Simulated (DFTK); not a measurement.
Crystal: WC (Qusongite).

```xyz
2
Lattice="2.9065 0.0000 0.0000 -1.4532 2.5171 0.0000 0.0000 0.0000 2.8366" Properties=species:S:1:pos:R:3 pbc="T T T"
W     0.0000    0.0000    0.0000
C     1.4533    0.8390    1.4183
```

Base run:

| Item | Value |
| --- | --- |
| Program | DFTK 0.8.2 |
| Functional | PBEsol |
| Potentials or basis | SG15 1.2 (PBE) |
| Cutoff | 1225 eV |
| k mesh | 10 × 10 × 9 |
| Occupations | fermi-dirac, width 0.05 eV |
| Spin | no spin polarisation |

Its results: band gap on the k mesh none (metal or under the smearing width); pressure -5.4 GPa.

Task: The run is repeated on the same cell with these changes: functional from PBEsol to r2SCAN; k mesh from 10 × 10 × 9 to 7 × 7 × 6. What comes out?

Result: Band gap on the k mesh none (metal or under the smearing width); pressure -8.5 GPa.

Several settings changed at once, so the effect can't be laid on one alone.

Caveats: some runs use coarse meshes; the potentials were made for another functional, which shifts forces and pressure.

Not every run made on this cell is shown here.
